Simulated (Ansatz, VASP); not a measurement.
# Cu4Si (Si/Cu(100)): VASP beside Ansatz

Wanted: the spread between two codes on one cell, functional and k mesh. Of the first pair: The structure shown is the start of the Ansatz relaxation below; VASP solves that cell, so the two are compared at the walk's first step.

Method: plane waves, with VASP 6.6.1 beside it; single point at RPBE, in Ansatz 0.2.0.

**1. The structure**

The cell holds 5 atoms: 4 Cu and 1 Si. Cell: a = 2.553 Å, b = 2.553 Å, c = 25.321 Å, α = 90.0°, β = 90.0°, γ = 90.0°. Vacuum lies along c.

**2. Ansatz: relaxation, RPBE**

Ansatz runs on its default PAW (the set named soft_2) files.

The two programs are compared at the cell with which this relaxation starts, whose forces are those of its first step.

Input file input.yaml:

```yaml
crystal:
  lattice:
    - [2.5526554801, 0.0, 0.0]
    - [0.0, 2.5526554801, 0.0]
    - [0.0, 0.0, 25.3210422323]
  atoms:
    - { symbol: Cu, position: [0.5, 0.5, 0.3554356064] }
    - { symbol: Cu, position: [0.0, 0.0, 0.4267201919] }
    - { symbol: Cu, position: [0.5, 0.5, 0.5011190358] }
    - { symbol: Cu, position: [0.0, 0.0, 0.5733443578] }
    - { symbol: Si, position: [0.5, 0.5, 0.6445643936] }
kpoints:
  mp_grid: { grid: [12, 12, 1] }
hamiltonian:
  xc: rpbe
scf:
  occupations: { method: fermi_dirac, width: 0.1 }
  convergence: { dr2_threshold: 1.0e-08 }
efield:
  axis: 3
  dipole_correction: true
  ramp_position: 0.97
  ramp_width: 0.06
relax:
  f_tol: 0.02
  max_steps: 60
  constraints: [{ sites: [0, 1] }]
output:
  bader: true
  write_potential: true
  write_density: true
  volumetric_format: npy
```

Command:

```bash
ansatz run input.yaml --threads 4 --pin off --max-ram 12288MiB --backend cpu --events-out ev --progress --plain --runs-dir out
```

Numbers of over 12 decimals in the logs are rounded to 6 here.

Log:

```text
Engine: ansatz 0.2.0, x86_64-unknown-linux-gnu
Pseudopotentials: kind: paw
Pseudopotential: Cu, paw, valence charge 19, recommended cutoff 420 eV (normal), Cu.paw.azcp
Pseudopotential: Si, paw, valence charge 4, recommended cutoff 420 eV (normal), Si.paw.azcp
Functional definition: RPBE
  parameter kappa = 0.804
  parameter beta = 0.066725
  exchange = rpbe_x(kappa = kappa, mu = beta*pi^2/3)
  correlation = pbe_c(beta = beta)
Crystal: 5 atoms, lattice volume = 164.993 Å³
Basis set: ecut = 420 eV, 3249 PW (Γ), exchange–correlation on 36×36×360 points (8 copies of the dense FFT grid, shifted against one another)
Bands: 48, of which v1, the nominal top of the filled ones, is band 40 counted from 1 (39 counted from 0)
Symmetry: 8 space group operations
Space group: P4mm (ITA 99), of the structure as read, at distance tolerance 5.5e-5 Å
k-points: 28 of 144
Non-local potential: Cu, projectors of the file, l = 0: 3, l = 1: 2, l = 2: 3, l = 3: 1
Non-local potential: Si, projectors of the file, l = 0: 2, l = 1: 2, l = 2: 2
PAW form: soft (Blöchl's): semilocal exchange-correlation on the pseudo side does not see the compensation charge
PAW frozen core: Cu, regenerated for the run's functional, and the local potential with it (the file was generated under x = pbe(κ = 0.804, μ = 0.219515), c = pbe(β = 0.066725))
PAW frozen core: Si, regenerated for the run's functional, and the local potential with it (the file was generated under x = pbe(κ = 0.804, μ = 0.219515), c = pbe(β = 0.066725))
PAW one-centre angular grid: Cu, 590 points (default); XC on 64 Gauss nodes
PAW one-centre angular grid: Si, 110 points (default); XC on 64 Gauss nodes
Initial density: superposition of atomic densities (neutral atoms: chi_scale 0, normalization atom), corrected by the library's trained network
Initial wavefunctions: pseudopotential atomic-orbital guess
Functional: x = rpbe, c = pbe(β = 0.066725)
SCF iter   1: F=—  HF=-27159.375446 eV  |F-HF|=—  |Δ(HF+E_count)|=         —  Δρ=6.62e-3  dr2=2.02e-1  ethr=1.77e-3  p=0.001 e·Å  D=9.76e-4 V/Å  ΔV_dip=-0.02 eV  dr2_dipole=7.34e-2  V_vac-E_F(+/−)=4.41/4.44 eV  ⟨swp⟩=9.2  Hψ=6301  notcnv=0  defer=8
efield: sawtooth ramp at fractional position 0.9700 (set: `efield.ramp_position`, or a place that a band, a saddle search or an elastic batch's reference lends), width 0.0600; the density the first Hamiltonian is built on has a dipole p = 0.001 e·Å; the dipole correction subtracts the counter field D = 9.76e-4 V/Å, which shifts the + side's vacuum level by -0.02 eV against the − side's; the planar-averaged density in the ramp window peaks in size at 1.4e-5 e/Å³
preconditioner: auto → LDOS  [metal: Δε(μ)=0.061 eV  Ē_g=7.616 eV  σ=0.100 eV  W_gap=0.15  n_scr=18 (ndim 8)  ℏωp=20.0 eV  f_vac=0.584  D(μ)=1.90/eV (n_scr^D=10)  β→1.0]
SCF iter   2: F=—  HF=-27159.451839 eV  |F-HF|=—  |Δ(HF+E_count)|=   7.64e-2  Δρ=1.94e-2  dr2=3.56e-1  ethr=2.52e-4  p=-0.020 e·Å  D=-2.19e-2 V/Å  ΔV_dip=0.56 eV  dr2_dipole=7.05e-4  V_vac-E_F(+/−)=4.88/4.32 eV  ⟨swp⟩=2.6  Hψ=2809  notcnv=0  defer=43
SCF iter   3: F=—  HF=-27159.397256 eV  |F-HF|=—  |Δ(HF+E_count)|=   5.46e-2  Δρ=1.12e-2  dr2=1.28e-1  ethr=2.52e-4  p=-0.017 e·Å  D=-1.90e-2 V/Å  ΔV_dip=0.48 eV  dr2_dipole=1.96e-3  V_vac-E_F(+/−)=4.84/4.36 eV  ⟨swp⟩=2.0  Hψ=2014  notcnv=0  defer=43
SCF iter   4: F=—  HF=-27159.368969 eV  |F-HF|=—  |Δ(HF+E_count)|=   2.83e-2  Δρ=1.95e-3  dr2=6.07e-3  ethr=1.59e-4  p=-0.015 e·Å  D=-1.65e-2 V/Å  ΔV_dip=0.42 eV  dr2_dipole=2.05e-4  V_vac-E_F(+/−)=4.79/4.37 eV  ⟨swp⟩=2.0  Hψ=2103  notcnv=0  defer=43
SCF iter   5: F=—  HF=-27159.367637 eV  |F-HF|=—  |Δ(HF+E_count)|=   1.33e-3  Δρ=9.76e-4  dr2=1.07e-3  ethr=7.59e-6  p=-0.016 e·Å  D=-1.76e-2 V/Å  ΔV_dip=0.45 eV  dr2_dipole=3.00e-5  V_vac-E_F(+/−)=4.83/4.39 eV  ⟨swp⟩=2.2  Hψ=2381  notcnv=0  defer=43
SCF iter   6: F=—  HF=-27159.367491 eV  |F-HF|=—  |Δ(HF+E_count)|=   1.45e-4  Δρ=2.75e-4  dr2=9.51e-5  ethr=1.33e-6  p=-0.016 e·Å  D=-1.75e-2 V/Å  ΔV_dip=0.44 eV  dr2_dipole=9.82e-10  V_vac-E_F(+/−)=4.83/4.39 eV  ⟨swp⟩=2.0  Hψ=1798  notcnv=0  defer=43
SCF iter   7: F=—  HF=-27159.367497 eV  |F-HF|=—  |Δ(HF+E_count)|=   5.47e-6  Δρ=1.04e-4  dr2=1.02e-5  ethr=1.19e-7  p=-0.016 e·Å  D=-1.74e-2 V/Å  ΔV_dip=0.44 eV  dr2_dipole=1.42e-7  V_vac-E_F(+/−)=4.83/4.39 eV  ⟨swp⟩=2.4  Hψ=2512  notcnv=0  defer=43
SCF iter   8: F=—  HF=-27159.367500 eV  |F-HF|=—  |Δ(HF+E_count)|=   3.39e-6  Δρ=5.41e-5  dr2=2.63e-6  ethr=1.27e-8  p=-0.016 e·Å  D=-1.73e-2 V/Å  ΔV_dip=0.44 eV  dr2_dipole=4.41e-9  V_vac-E_F(+/−)=4.83/4.39 eV  ⟨swp⟩=2.7  Hψ=2447  notcnv=0  defer=43
SCF iter   9: F=—  HF=-27159.367509 eV  |F-HF|=—  |Δ(HF+E_count)|=   8.72e-6  Δρ=1.39e-5  dr2=3.83e-7  ethr=3.28e-9  p=-0.016 e·Å  D=-1.73e-2 V/Å  ΔV_dip=0.44 eV  dr2_dipole=2.91e-8  V_vac-E_F(+/−)=4.83/4.39 eV  ⟨swp⟩=2.0  Hψ=1931  notcnv=0  defer=43
[...]
preconditioner: auto → LDOS  [metal: Δε(μ)=0.051 eV  Ē_g=7.507 eV  σ=0.100 eV  W_gap=0.13  n_scr=18 (ndim 8)  ℏωp=20.0 eV  f_vac=0.576  D(μ)=2.10/eV (n_scr^D=12)  β→1.0]
SCF iter   2: F=—  HF=-27159.410495 eV  |F-HF|=—  |Δ(HF+E_count)|=   9.23e-5  Δρ=2.29e-4  dr2=1.26e-4  ethr=3.47e-7  p=-0.012 e·Å  D=-1.37e-2 V/Å  ΔV_dip=0.35 eV  dr2_dipole=1.99e-5  V_vac-E_F(+/−)=4.72/4.37 eV  ⟨swp⟩=2.0  Hψ=2580  notcnv=0  defer=42
SCF iter   3: F=—  HF=-27159.410492 eV  |F-HF|=—  |Δ(HF+E_count)|=   2.75e-6  Δρ=2.02e-4  dr2=4.14e-5  ethr=1.57e-7  p=-0.012 e·Å  D=-1.37e-2 V/Å  ΔV_dip=0.35 eV  dr2_dipole=4.22e-8  V_vac-E_F(+/−)=4.72/4.37 eV  ⟨swp⟩=2.0  Hψ=2351  notcnv=0  defer=42
SCF iter   4: F=—  HF=-27159.410470 eV  |F-HF|=—  |Δ(HF+E_count)|=   2.28e-5  Δρ=6.75e-5  dr2=5.30e-6  ethr=5.17e-8  p=-0.012 e·Å  D=-1.37e-2 V/Å  ΔV_dip=0.35 eV  dr2_dipole=5.96e-7  V_vac-E_F(+/−)=4.72/4.37 eV  ⟨swp⟩=2.1  Hψ=2334  notcnv=0  defer=42
SCF iter   5: F=—  HF=-27159.410462 eV  |F-HF|=—  |Δ(HF+E_count)|=   7.31e-6  Δρ=2.25e-5  dr2=6.28e-7  ethr=6.62e-9  p=-0.013 e·Å  D=-1.37e-2 V/Å  ΔV_dip=0.35 eV  dr2_dipole=8.12e-8  V_vac-E_F(+/−)=4.72/4.37 eV  ⟨swp⟩=2.4  Hψ=2025  notcnv=0  defer=42
SCF iter   6: F=—  HF=-27159.410462 eV  |F-HF|=—  |Δ(HF+E_count)|=   8.98e-8  Δρ=7.23e-6  dr2=1.21e-7  ethr=7.85e-10  p=-0.013 e·Å  D=-1.37e-2 V/Å  ΔV_dip=0.35 eV  dr2_dipole=2.61e-8  V_vac-E_F(+/−)=4.72/4.37 eV  ⟨swp⟩=2.0  Hψ=2222  notcnv=0  defer=42
SCF iter   7: F=—  HF=-27159.410462 eV  |F-HF|=—  |Δ(HF+E_count)|=   5.64e-8  Δρ=2.70e-6  dr2=1.34e-8  ethr=1.52e-10  p=-0.013 e·Å  D=-1.37e-2 V/Å  ΔV_dip=0.35 eV  dr2_dipole=2.74e-9  V_vac-E_F(+/−)=4.72/4.37 eV  ⟨swp⟩=2.0  Hψ=1807  notcnv=0  defer=42
SCF iter   8: F=-27159.410463 eV  HF=-27159.410463 eV  |F-HF|=9.95e-9  |Δ(HF+E_count)|=   2.94e-8  Δρ=1.82e-6  dr2=5.95e-9  ethr=1.25e-11  p=-0.013 e·Å  D=-1.37e-2 V/Å  ΔV_dip=0.35 eV  dr2_dipole=7.58e-10  V_vac-E_F(+/−)=4.72/4.37 eV  ⟨swp⟩=9.3  Hψ=8919  notcnv=0
SCF 4 converged in 8 iterations: F = -27159.410463 eV  dr2 = 5.95e-9
relax step   4: F+E_penalty+E_count = -27159.41046254 eV  Δ(F+E_penalty+E_count) = -1.259e-4 eV  max|allowed force component| = 2.555e-3 eV/Å  Δτ_max = 0.0071 Å  (8 SCF iters, accepted)
NSCF: frozen V_eff on 28 k-points
the band table was solved once a step of the walk had ended and its energy, with any forces and stress, was formed, with the checks that follow a solve (7109 applications of the Hamiltonian). They found nothing against the state; the energy, forces and stress were not computed again (output.eigenvalues in the input reference)
WARN: The input density's exchange-correlation potential varies sharply where the density is thin. Do not read a vacuum level from v_tot or v_xc, or from such a field of the output density. On a cell that repeats whose density bears no net charge and no dipole along the vacuum's axis use v_es (v_loc + v_h of the components); under efield.dipole_correction with no amplitude use v_es + v_field, which holds any external [...]
SCF converged after 8 iterations
Free energy (F): -27159.410463 eV
Harris-Foulkes:  -27159.410463 eV  (|F-HF|=9.95e-9)
Internal energy: -27159.344238 eV  (E = F + TS)
E sigma→0 (E₀):  -27159.377350 eV
Entropy (-TS):   -0.066224 eV (-13.245 meV/atom)
Fermi energy:    2.952238 eV
Dipole field:    D = -0.013764 V/Å  (p = -0.012551 e·Å, saw-weighted, corrected)
Work function:   Φ+ = 4.7177 eV   Φ− = 4.3692 eV
Levels:          The Fermi level and band energies are counted from a zero that moves with the ramp; work functions are not
--- Per-component energies (eV) ---
  E_band       = -2489.545341
  E_kinetic    = 1236.317261
  E_local      = -193605.905065  (includes V_loc(G=0)·N_el)
  E_nonlocal   = 1587.566433
  E_hartree    = 95307.223442
  E_xc         = -411.332057
  E_vxc        = -505.145014  (∫ρ·V_xc dr)
  E_paw        = -7192.810681  (= ΣΔE_a)
  E_vpaw       = -1816.123576  (= ΣTr[D̂ρ^β])
  E_aug_tail   = 0.001227  (compensation charges beyond the density's cutoff)
  E_efield     = 0.000086  (sawtooth field / dipole correction)
  E_vefield    = -0.718967  (∫n·V_field dr)
  E_ewald      = 75919.788143
  E_core_change = -0.193028  (= ΣΔE_core)
  E_smearing   = -0.066224  (= −TS)
  E_closure    = -0.000000  (closes the sum)
  Σ components = -27159.410463   (vs F -27159.410463, Δ=0.00e0)
--- Forces (eV/Å), atoms counted from 1 ---
  atom   1  Cu    -0.00000000     0.00000000    -0.07482065
  atom   2  Cu    -0.00000000     0.00000000     0.07087667
  atom   3  Cu    -0.00000000     0.00000000     0.00151919
  atom   4  Cu     0.00000000     0.00000000     0.00255452
  atom   5  Si    -0.00000000     0.00000000    -0.00011248
  max |Σ_I F_I| component: 1.72e-5 eV/Å
--- Band table (eV; the first three rows and the last of 28) ---
  k-point 0: bands = [... 36 lower, 1.1714, 1.2749, 1.4803, 1.4803, 1.5348, 3.4020, 6.5400, 7.1324, ... 4 higher]
  k-point 1: bands = [... 36 lower, 1.2313, 1.2733, 1.4662, 1.5265, 1.6801, 3.7317, 6.6956, 7.2965, ... 4 higher]
  k-point 2: bands = [... 36 lower, 1.1422, 1.1756, 1.4040, 1.5228, 2.3095, 4.4925, 6.3673, 7.1765, ... 4 higher]
  k-point 27: bands = [... 36 lower, 1.9772, 1.9772, 2.8926, 5.4162, 5.6007, 5.6007, 7.4234, 7.4234, ... 4 higher]
--- Relaxed structure (4 steps of the walk, 4 accepted, 0 SCFs on fresh bases) ---
  F+E_penalty+E_count = -27159.41046254 eV   max|allowed force component| = 2.555e-3 eV/Å
  atoms:
    - { symbol: Cu, position: [0.5, 0.5, 0.355436] }
    - { symbol: Cu, position: [0.0, 0.0, 0.426720] }
    - { symbol: Cu, position: [0.5, 0.5, 0.500822] }
    - { symbol: Cu, position: [0, 0.0, 0.576347] }
    - { symbol: Si, position: [0.5, 0.5, 0.652367] }
--- Bader charges: 5 sites ---
  site symbol  charge [e]  shift [e]
     0     Cu     -0.0204     0.0002
     1     Cu      0.0199     0.0002
     2     Cu     -0.0045     0.0000
     3     Cu     -0.0109     0.0002
     4     Si      0.0159     0.0002
  estimated error of the sums over rays = 3.2e-4 e
```

Reading the cycles: dr2 is the Hartree energy of the density residual (eV), the measure of convergence; HF is the Harris–Foulkes estimate of the energy, which meets the free energy F at convergence.

**3. VASP: single point, RPBE, start cell, pair 1**

The same cell, functional, mesh and smearing now go to VASP, with its own data sets.

Lines of VASP's logs that name or quote its potential files are left out, and so is its time.

Input file INCAR:

```
SYSTEM = Cu4Si
PREC = Accurate
ENCUT = 520
EDIFF = 1E-06
NELM = 120
ISMEAR = -1
SIGMA = 0.1
LREAL = .FALSE.
ALGO = Normal
GGA = RP
NBANDS = 30
LASPH = .TRUE.
LORBIT = 11
LWAVE = .FALSE.
LCHARG = .FALSE.
ISIF = 2
LDIPOL = .TRUE.
IDIPOL = 3
DIPOL = 0.5 0.5 0.5
LVHAR = .TRUE.
GGA_COMPAT = .FALSE.
NELMDL = -8
KPAR = 4
```

Input file POSCAR:

```
Cu4Si
1.0
    2.5526554801      0.0000000000      0.0000000000
    0.0000000000      2.5526554801      0.0000000000
    0.0000000000      0.0000000000     25.3210422323
Cu Si
4 1
Direct
    0.5000001018      0.5000001018      0.3554356064
    0.0000001018      0.0000001018      0.4267201919
    0.5000001018      0.5000001018      0.5011190252
    0.0000001018      0.0000001018      0.5733443697
    0.5000001018      0.5000001018      0.6445643844
```

Input file KPOINTS:

```
Automatic mesh
0
Gamma
12 12 1
0 0 0
```

Potentials, in the order of the species: Cu and Si (PBE family, release 64).

Command:

```bash
mpirun -np 4 vasp_std
```

Log:

```text
[banner, memory and clock lines left out]
running    4 mpi-ranks, on    1 nodes
 distrk:  each k-point on    1 cores,    4 groups
 distr:  one band on    1 cores,    1 groups

 POSCAR found type information on POSCAR CuSi
 POSCAR found :  2 types and       5 ions
|                                                                             |
|               ----> ADVICE to this user running VASP <----                  |
|                                                                             |
|     You enforced a specific xc type in the INCAR file but a different       |
|     [... a line on the potential file left out ...]
|     I HOPE YOU KNOW WHAT YOU ARE DOING!                                     |
|                                                                             |

 LDA part: xc-table for (Slater+PW92), standard interpolation
 POSCAR, INCAR and KPOINTS ok, starting setup
 FFT: planning ... GRIDC
 FFT: planning ... GRID_SOFT
 FFT: planning ... GRID
 WAVECAR not read
 entering main loop
       N       E                     dE             d eps       ncg     rms          rms(c)
DAV:   1     0.390799530476E+03    0.39080E+03   -0.20598E+04  1680   0.184E+03
DAV:   2     0.944854166933E+01   -0.38135E+03   -0.36745E+03  1698   0.377E+02
DAV:   3    -0.198939293067E+02   -0.29342E+02   -0.27550E+02  1962   0.156E+02
DAV:   4    -0.210968237620E+02   -0.12029E+01   -0.11884E+01  2202   0.332E+01
DAV:   5    -0.211447013356E+02   -0.47878E-01   -0.47808E-01  2562   0.512E+00
DAV:   6    -0.211459016890E+02   -0.12004E-02   -0.12002E-02  2498   0.768E-01
DAV:   7    -0.211459207563E+02   -0.19067E-04   -0.19066E-04  2574   0.108E-01
DAV:   8    -0.211459213421E+02   -0.58586E-06   -0.58595E-06  1838   0.186E-02    0.170E+01
DAV:   9    -0.272904205829E+02   -0.61445E+01   -0.60873E+01  2104   0.194E+02    0.120E+01
DAV:  10    -0.355551398607E+02   -0.82647E+01   -0.90667E+01  3240   0.241E+02    0.433E+01
DAV:  11    -0.197197853616E+02    0.15835E+02   -0.49512E+01  2662   0.888E+01    0.987E+00
DAV:  12    -0.174214247022E+02    0.22984E+01   -0.10831E+01  2854   0.772E+01    0.397E+00
DAV:  13    -0.173737993729E+02    0.47625E-01   -0.18022E+00  2606   0.348E+01    0.237E+00
DAV:  14    -0.172783791921E+02    0.95420E-01   -0.59830E-01  2076   0.250E+01    0.165E+00
[...]
DAV:  24    -0.171907951049E+02   -0.58956E-04   -0.14348E-04  2648   0.353E-01    0.355E-02
DAV:  25    -0.171908867853E+02   -0.91680E-04   -0.13963E-04  2788   0.419E-01    0.961E-03
DAV:  26    -0.171909249103E+02   -0.38125E-04   -0.33204E-05  2486   0.839E-02    0.597E-03
DAV:  27    -0.171909552686E+02   -0.30358E-04   -0.27092E-06  1352   0.551E-02    0.333E-03
DAV:  28    -0.171909881016E+02   -0.32833E-04   -0.74935E-06  1702   0.627E-02    0.241E-03
DAV:  29    -0.171909985476E+02   -0.10446E-04   -0.17505E-06  1338   0.187E-02    0.172E-03
DAV:  30    -0.171910041297E+02   -0.55820E-05   -0.79091E-07  1040   0.204E-02    0.921E-04
DAV:  31    -0.171910047999E+02   -0.67028E-06   -0.20408E-07  1104   0.986E-03
   1 F= -.17191005E+02 E0= -.17159229E+02  d E =-.635521E-01
```

From OUTCAR (step 3):

```text
ion  position               nearest neighbor table
   1  0.500  0.500  0.355-   2 2.55   2 2.55   2 2.55   2 2.55
   2  0.000  0.000  0.427-   1 2.55   1 2.55   1 2.55   1 2.55   3 2.61   3 2.61   3 2.61   3 2.61

  LATTYP: Found a simple tetragonal cell.
 ALAT       =     2.5526554801
 C/A-ratio  =     9.9194906754

 Subroutine GETGRP returns: Found  8 space group operations
 (whereof  8 operations were pure point group operations)

The static configuration has the point symmetry C_4v.

 Found     28 irreducible k-points:

   k-points           NKPTS =     28   k-points in BZ     NKDIM =     28   number of bands    NBANDS=     30

   dimension x,y,z NGX =    20 NGY =   20 NGZ =  192
   dimension x,y,z NGXF=    40 NGYF=   40 NGZF=  384

   ENCUT  =  520.0 eV  38.22 Ry    6.18 a.u.   4.75  4.75 47.08*2*pi/ulx,y,z

   NELECT =      48.0000    total number of electrons

 k-points in reciprocal lattice and weights: Automatic mesh
   0.00000000  0.00000000  0.00000000       0.007
   0.08333333  0.00000000  0.00000000       0.028
   0.16666667  0.00000000  0.00000000       0.028
   0.25000000  0.00000000  0.00000000       0.028
   0.33333333  0.00000000  0.00000000       0.028
   0.41666667  0.00000000  0.00000000       0.028
   0.50000000  0.00000000  0.00000000       0.014
   0.08333333  0.08333333  0.00000000       0.028
   0.16666667  0.08333333  0.00000000       0.056
[...]
0.50000000  0.41666667  0.00000000       0.028
   0.50000000  0.50000000  0.00000000       0.007

 dipolmoment           0.000000      0.000000      0.016311 electrons x Angstroem

 average (electrostatic) potential at core
       1 -70.7921       2 -71.1721       3 -71.1432       4 -71.6856       5 -89.6085

 E-fermi :   0.2375

 k-point     1 :       0.0000    0.0000    0.0000
  band No.  band energies     occupation
    ...
     21      -1.5125      2.00000
     22      -1.4136      2.00000
     23      -1.2750      2.00000
     24      -1.2750      2.00000
     25      -1.2101      2.00000
     26       0.7755      0.00917
     27       4.0681      0.00000
     28       4.4231      0.00000
     29       5.1060      0.00000
     30       6.1026      0.00000

 k-point     2 :       0.0833    0.0000    0.0000
  band No.  band energies     occupation
    ...
     21      -1.5550      2.00000
     22      -1.4557      2.00000
     23      -1.2841      2.00000
     24      -1.2230      2.00000
     25      -0.9774      1.99999
     26       1.1053      0.00034
     27       4.2202      0.00000
     28       4.5894      0.00000
     29       5.2595      0.00000
     30       6.0874      0.00000

 k-point     3 :       0.1667    0.0000    0.0000
  band No.  band energies     occupation
    ...
     21      -1.6076      2.00000
     22      -1.5833      2.00000
     23      -1.3420      2.00000
     24      -1.2301      2.00000
     25      -0.3330      1.99336
     26       1.8752      0.00000
     27       3.5610      0.00000
     28       4.6890      0.00000
     29       5.0892      0.00000
     30       5.7257      0.00000

  Total        0.9398726      0.9398726      1.7943979      0.0000000     -0.0000000      0.0000000
  in kB        9.1266961      9.1266961     17.4246218      0.0000000     -0.0000000      0.0000000
  external PRESSURE =      11.8926713 kB  Pullay stress =       0.0000000 kB

  energy-cutoff  :      520.00
  volume of cell :      164.99
      direct lattice vectors                 reciprocal lattice vectors
     2.552655480  0.000000000  0.000000000     0.391748909  0.000000000  0.000000000
     0.000000000  2.552655480  0.000000000     0.000000000  0.391748909  0.000000000
     0.000000000  0.000000000 25.321042232     0.000000000  0.000000000  0.039492845

 POSITION                                       TOTAL-FORCE (eV/Angst)
 -----------------------------------------------------------------------------------
      1.27633      1.27633      9.00000         0.000000      0.000000     -0.104610
      0.00000      0.00000     10.80500         0.000000     -0.000000      0.088812
      1.27633      1.27633     12.68886         0.000000     -0.000000     -0.367576
      0.00000      0.00000     14.51768         0.000000      0.000000     -0.121906
      1.27633      1.27633     16.32104         0.000000     -0.000000      0.505279
 -----------------------------------------------------------------------------------
    total drift:                               -0.000137     -0.000137     -0.000697

  FREE ENERGIE OF THE ION-ELECTRON SYSTEM (eV)
  ---------------------------------------------------
  free  energy   TOTEN  =       -17.1910047999 eV

  energy  without entropy=      -17.1274527222  energy(sigma->0) =      -17.15922876

 vacuum level on the upper side and lower side of the slab         5.068         4.613

 total charge
# of ion       s       p       d       tot
------------------------------------------
    1        0.437   0.258   9.205   9.901
    2        0.434   0.363   9.170   9.968
    3        0.434   0.370   9.169   9.973
    4        0.446   0.437   9.164  10.047
    5        0.794   0.789   0.000   1.583
--------------------------------------------------
tot          2.545   2.217  36.709  41.471

[... 3 further parts left out ...]
```

[end of part 1 of 2]

[Lines on the potential files, build, host, timing and source positions are cut from VASP's logs without a mark.]

[Logs are printed without paths, hosts, clocks, repeated set-up lines and the standing remarks that a program may print on its own settings, such as how far it seeks lower states.]

[Hosts, paths, dates, database ids (printed as entryN), source tags and the programs' standing remarks are cut or masked in the printed files.]
